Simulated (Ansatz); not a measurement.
Runs of Ansatz 0.2.0 on TaN. It takes space group Fm-3m (No. 225, cubic). The conventional cell has a = 4.423 Å, b = 4.423 Å, c = 4.423 Å, α = 90.00°, β = 90.00°, γ = 90.00°. Around Ta (site symmetry m-3m) lie 6 N at 2.21 Å. N (site symmetry m-3m) has 6 Ta at 2.21 Å as nearest neighbours. The cell comes from a database or a generator and needn't be the stable form of this composition.

```tsv
potentials or basis	cutoff (eV)	V0 of scaled cells (Å³/atom)	B0 (GPa)
Ansatz NC	1240	10.78	327
Ansatz PAW	420	10.77	(a)
Ansatz PAW earlier set	870	10.78	327
JTH PAW	1320	10.77	331
PseudoDojo stringent	1796	10.76	328
Ansatz PAW earlier set	900	10.78	327
PseudoDojo standard	1143	10.76	329
SPMS NC	1034	10.76	328
```

Alike in all rows: task equation of state; level PBE; no spin polarisation; cell as given; k mesh 10 × 10 × 10; smearing fermi-dirac 0.05 eV.

Estimate the missing entries.

(a) 330.
